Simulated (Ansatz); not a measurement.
**Crystal structures of lanthanum under revPBE**

Computed with DFT, revPBE, plane waves (420 eV) with PAW, scalar-relativistic (Ansatz). (PAW data from PBE, frozen cores regenerated.)

Each structure is relaxed within its own symmetry, so a high-lying one may be dynamically unstable.

| structure | ΔE (meV/atom) | V (Å³/atom) | cell | magnetic state |
| --- | --- | --- | --- | --- |
| dhcp | 0 | 38.73 | a = 3.819 Å, c = 12.267 Å (c/a = 3.212) | spin not included |
| fcc | 5 | 38.66 | a = 5.367 Å | spin not included |
| hcp | 26 | 39.31 | a = 3.839 Å, c = 6.161 Å (c/a = 1.605) | spin not included |
| omega (AlB2-type) | 32 | 38.63 | a = 6.022 Å, c = 3.690 Å (c/a = 0.613) | spin not included |
| bcc | 121 | 39.37 | a = 4.286 Å | spin not included |
| A15 | 132 | 38.30 | a = 6.742 Å | spin not included |
| beta-Sn type | 287 | 37.29 | a = 6.346 Å, c = 3.703 Å (c/a = 0.584) | spin not included |
| simple cubic | 516 | 38.19 | a = 3.368 Å | spin not included |
| diamond | 1048 | 38.19 | a = 6.735 Å | spin not included |

ΔE counts from dhcp.

Differences under about 8 meV lie within the error of the k-point mesh.
